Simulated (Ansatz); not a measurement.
Density of states of Li$_{2}$Se (Fm-3m, a = 5.987 Å, b = 5.987 Å, c = 5.987 Å, α = 90.00°, β = 90.00°, γ = 90.00°), in states per eV and primitive cell, averaged over bins of 0.5 eV. All numbers below come from Ansatz, DFT r2SCAN, scalar-relativistic, plane waves, PAW.

Cutoff 500 eV; k points 8×8×8 on the computed 3-atom cell (Γ-centred); Gaussian smearing, width 0.02 eV; no spin polarisation.

The cell is relaxed at this level. The states (both spins) are summed by tetrahedra on a 12×12×12 mesh at the self-consistent density. Energies are bin centres; the table starts no lower than −8 eV and ends at 6 eV, or lower where the solved bands end.

The gap is 3.48 eV at this level, with the zero inside it.

```tsv
E − E_F (eV)	total	Se 4p	Li 2s	Se 4s	Li 1s
-4.50	0.81	0.62	0.17	0.01	0.01
-4.00	2.41	1.93	0.40	0.03	0.02
-3.50	1.73	1.50	0.16	0.02	0.01
-3.00	3.00	2.81	0.10	0.01	0.01
-2.50	2.92	2.80	0.04	0.01	0.00
-2.00	1.14	1.11	0.01	0.00	0.00
-1.50	0.00	0.00	0.00	0.00	0.00
-1.00	0.00	0.00	0.00	0.00	0.00
-0.50	0.00	0.00	0.00	0.00	0.00
0.00	0.00	0.00	0.00	0.00	0.00
0.50	0.00	0.00	0.00	0.00	0.00
1.00	0.00	0.00	0.00	0.00	0.00
1.50	0.00	0.00	0.00	0.00	0.00
2.00	0.12	0.00	0.01	0.00	0.00
2.50	0.32	0.01	0.06	0.01	0.00
3.00	0.63	0.04	0.16	0.05	0.00
3.50	1.13	0.08	0.34	0.10	0.00
4.00	1.43	0.08	0.47	0.10	0.00
4.50	0.50	0.02	0.16	0.02	0.00
5.00	2.55	0.05	0.64	0.04	0.01
5.50	2.44	0.06	0.81	0.03	0.02
```

The columns after the total are the Löwdin projections on the occupied valence shells of the potentials. The rest of the total lies in shells that are empty in the free atom, which aren't projected, and between the atoms.

Cost: 1 run of about 0.96 core-minutes, on Intel Xeon Processor @ 2.50GHz (Skylake/Cascade Lake) (shared hosts).